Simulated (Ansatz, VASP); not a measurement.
## Two plane-wave programs on Ca

```
CELL_PARAMETERS angstrom
-1.86385 1.86385 1.86385
1.86385 -1.86385 1.86385
1.86385 1.86385 -1.86385
ATOMIC_POSITIONS crystal
Ca 0.00000 0.00000 0.00000
```

Alike in both runs: task single point; functional PBEsol; k mesh 16 × 16 × 16; occupations gaussian, width 0.1 eV; no spin polarisation.

|  | VASP | Ansatz |
| --- | --- | --- |
| version | VASP 6.6.1 | Ansatz 0.2.0 |
| potentials or method | VASP PAW PBE potentials, release 64 (Ca_sv) | scalar-relativistic, plane waves, PAW |
| plane-wave cutoff (eV) | 520 | 420 |
| valence electrons in the cell | 10 | 10 |

```csv
,VASP,Ansatz,Ansatz less VASP
gap on the k mesh at the Fermi level (eV),none,none,-
pressure (GPa),15.2,15.2,-0.03
```

A gap of «none» marks a metal or a gap that the smearing closes. The functional is the same, so the differences come from potentials, cutoffs and numerics.

Caveats: so large a pressure means that the cell lies far from this level's equilibrium, or that cutoff or potentials fall short (VASP); the potentials were made for another functional, which shifts forces and pressure (VASP).
